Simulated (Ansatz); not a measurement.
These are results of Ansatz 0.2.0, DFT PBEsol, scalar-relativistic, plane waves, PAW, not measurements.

Structure of InAs:

```yaml
crystal:
  lattice:
    - [0.00000, 3.04389, 3.04389]
    - [3.04389, 0.00000, 3.04389]
    - [3.04389, 3.04389, 0.00000]
  atoms:
    - { symbol: In, position: [0.00000, 0.00000, 0.00000] }
    - { symbol: As, position: [0.25000, 0.25000, 0.25000] }
```

Plane waves to 420 eV, a k mesh through Γ of 12×12×12 on the computed 2-atom cell and Gaussian smearing (0.10 eV); no spin polarisation.

Levels along Γ–X–U | K–Γ–L–W–X, in eV from the Fermi level, sorted by energy at each point. Points in fractions of the primitive reciprocal vectors: Γ (0.000 0.000 0.000), X (-0.500 -0.500 0.000), U (-0.375 -0.375 0.250), K (-0.375 0.000 0.375), L (0.000 0.000 0.500), W (-0.500 -0.250 0.250).
```tsv
point	k (1/Å, with 2π)	band 12	band 13	band 14	band 15	band 16	band 17	band 18
Γ	0.000	-0.45	-0.06	-0.06	-0.06	3.80	3.80	3.80
-	0.147	-1.32	-0.25	-0.25	0.81	3.52	4.07	4.07
-	0.295	-2.33	-0.70	-0.70	1.77	2.96	4.74	4.74
-	0.442	-3.31	-1.21	-1.21	2.36	2.48	5.62	5.62
-	0.590	-4.22	-1.68	-1.68	1.93	2.59	6.60	6.60
-	0.737	-5.03	-2.03	-2.03	1.63	2.33	7.50	7.61
-	0.885	-5.62	-2.26	-2.26	1.47	2.04	8.41	8.55
X	1.032	-5.85	-2.33	-2.33	1.42	1.93	8.88	9.02
-	1.084	-5.84	-2.38	-2.33	1.46	1.97	8.73	8.96
-	1.136	-5.83	-2.49	-2.30	1.55	2.11	8.46	8.77
-	1.188	-5.82	-2.65	-2.26	1.64	2.37	8.16	8.51
-	1.241	-5.80	-2.83	-2.21	1.73	2.74	7.86	8.21
-	1.293	-5.78	-3.01	-2.14	1.80	3.17	7.56	7.89
-	1.345	-5.75	-3.16	-2.06	1.89	3.64	7.30	7.57
U	1.397	-5.71	-3.27	-1.97	1.97	4.11	7.09	7.25
K	1.397	-5.71	-3.27	-1.97	1.97	4.11	7.09	7.25
-	1.553	-5.55	-3.34	-1.62	2.25	4.96	6.34	6.40
-	1.710	-5.18	-3.01	-1.22	2.43	4.86	5.43	5.57
-	1.866	-4.55	-2.42	-0.81	2.33	4.63	4.89	4.94
-	2.022	-3.67	-1.67	-0.47	1.96	4.05	4.45	5.04
-	2.179	-2.61	-0.89	-0.23	1.44	3.75	4.09	4.75
-	2.335	-1.44	-0.29	-0.10	0.74	3.73	3.87	4.10
Γ	2.492	-0.45	-0.06	-0.06	-0.06	3.80	3.80	3.80
-	2.619	-1.24	-0.13	-0.13	0.55	3.80	3.90	3.90
-	2.747	-2.26	-0.30	-0.30	1.00	4.00	4.14	4.14
-	2.875	-3.27	-0.51	-0.51	1.10	4.40	4.40	4.57
-	3.002	-4.22	-0.72	-0.72	1.01	4.56	4.56	5.38
-	3.130	-5.01	-0.88	-0.88	0.89	4.60	4.60	6.16
-	3.258	-5.56	-0.99	-0.99	0.81	4.58	4.58	6.56
L	3.385	-5.76	-1.03	-1.03	0.77	4.56	4.56	6.64
-	3.490	-5.75	-1.35	-1.08	1.11	4.42	4.68	6.77
-	3.594	-5.70	-1.95	-1.24	1.73	4.15	5.03	6.88
-	3.698	-5.65	-2.52	-1.51	2.35	3.96	5.51	6.79
-	3.803	-5.62	-2.94	-1.85	2.89	3.92	5.60	7.13
-	3.907	-5.64	-3.15	-2.23	3.35	4.05	5.25	6.77
-	4.011	-5.68	-3.12	-2.60	3.74	4.22	4.90	6.18
W	4.115	-5.71	-2.96	-2.88	4.04	4.15	4.81	5.92
-	4.189	-5.72	-2.93	-2.85	3.73	3.85	5.28	6.13
-	4.263	-5.74	-2.85	-2.79	3.14	3.44	5.99	6.61
-	4.337	-5.76	-2.73	-2.69	2.59	2.98	6.75	7.17
-	4.410	-5.80	-2.60	-2.57	2.12	2.56	7.51	7.73
-	4.484	-5.82	-2.46	-2.45	1.75	2.23	8.22	8.23
-	4.558	-5.84	-2.37	-2.37	1.50	2.00	8.64	8.79
X	4.631	-5.85	-2.33	-2.33	1.42	1.93	8.88	9.02
```